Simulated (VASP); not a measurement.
# Al: relaxation of cell and atoms with r2SCAN+rVV10

Crystal: Al.

```
CELL_PARAMETERS angstrom
0.00000 2.02481 2.02481
2.02481 0.00000 2.02481
2.02481 2.02481 0.00000
ATOMIC_POSITIONS crystal
Al 0.00000 0.00000 0.00000
```

* Program: VASP 6.6.1
* Task: relaxation of cell and atoms
* Functional: r2SCAN
* Dispersion: rVV10
* Potentials or basis: VASP PAW PBE potentials, release 64 (Al)
* Cutoff: 600 eV
* k mesh: 16 × 16 × 16
* Occupations: methfessel-paxton, width 0.1 eV
* Spin: no spin polarisation
* Further INCAR settings: ALGO = Normal; EDIFF = 1e-06; IBRION = 2; EDIFFG = -0.01; NSW = 90; ISIF = 3

| Item | Value |
| --- | --- |
| Relaxed volume | 15.81 Å³/atom |
| Relaxed cell | a = 2.817 Å, b = 2.817 Å, c = 2.817 Å, α = 60.00°, β = 60.00°, γ = 60.00° |
| Space group after relaxing (to 0.05 Å) | Fm-3m (No. 225) |
| Energy gained by relaxing | 10.4 meV/atom |
| Ionic steps | 3 |
| Pressure after relaxing | 0.0 GPa |
| Band gap on the k mesh | none (metal or under the smearing width) |

The path:
| step | energy change (eV) | largest force (eV/Å) | pressure (GPa) | volume (Å³) |
| --- | --- | --- | --- | --- |
| 1 | 0.0000 | 0.0000 | -3.98 | 16.60 |
| 2 | -0.0098 | 0.0000 | 1.17 | 15.63 |
| 3 | -0.0104 | 0.0000 | 0.04 | 15.81 |

Final structure:
```
Al
1.0
     0.00000    1.99222    1.99222
     1.99222    0.00000    1.99222
     1.99222    1.99222    0.00000
Al
1
Direct
  0.00000 0.00000 0.00000
```

Levels at points of the mesh, in eV from the Fermi level:
| k point | band 1 | band 2 | band 3 | band 4 |
| --- | --- | --- | --- | --- |
| (0.00, 0.00, 0.00) | -12.17 | 13.54 | 13.54 | 13.54 |
| (0.50, 0.00, 0.00) | -5.20 | -4.62 | 12.26 | 12.26 |
| (0.50, 0.50, 0.00) | -3.29 | -1.70 | 5.45 | 6.19 |

Wall time 2.2 min on 1 thread of AMD EPYC 9R45 (Zen 5) (shared host), peak memory 0.19 GiB.

Caveat: the PAW data sets were made with another functional, which shifts forces and pressure a little.
